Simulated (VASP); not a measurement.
InP, 2 atoms in the cell. It takes space group I-4m2 (No. 119, tetragonal). Conventional cell: a = 4.177 Å, b = 4.177 Å, c = 6.121 Å, α = 90.00°, β = 90.00°, γ = 90.00°. In (site symmetry -4m2) is surrounded by 4 P at 2.59 Å. Around P (site symmetry -4m2) lie 4 In at 2.59 Å. The cell was built by a generator and needn't be a form met in nature. The cell isn't the ideal one: uniaxial_x strain +3.6%.

```yaml
Program: VASP 6.6.1
Task: single point
Functional: r2SCAN
Potentials_or_basis: VASP PAW PBE potentials, release 64 (In_d, P)
Cutoff: 520 eV
k_mesh: 8 × 8 × 8
Occupations: gaussian, width 0.01 eV
Spin: no spin polarisation
Dipole_correction: no
Further_INCAR_settings: ALGO = Normal; EDIFF = 1e-06; NBANDS = 16
```

Potentials or basis: VASP PAW PBE potentials, release 64 (In_d, P).

Run with:

```console
$ cat potpaw_PBE.64/In_d/POTCAR potpaw_PBE.64/P/POTCAR > POTCAR
$ cp INCAR.step1 INCAR
$ mpirun -np 1 vasp_std > vasp.out
$ cp INCAR.step2 INCAR
$ mpirun -np 1 vasp_std > vasp.out
```

Hardware: 1 thread of Intel(R) Xeon(R) Platinum 8259CL CPU @ 2.50GHz (Skylake/Cascade Lake), with other jobs on the host.

Q: Estimate the wall time of this run.

A: It took 100 s on 1 thread of Intel(R) Xeon(R) Platinum 8259CL CPU @ 2.50GHz (Skylake/Cascade Lake) (shared host), peak memory 0.21 GiB. Counts: scf iterations 8, k points 59.
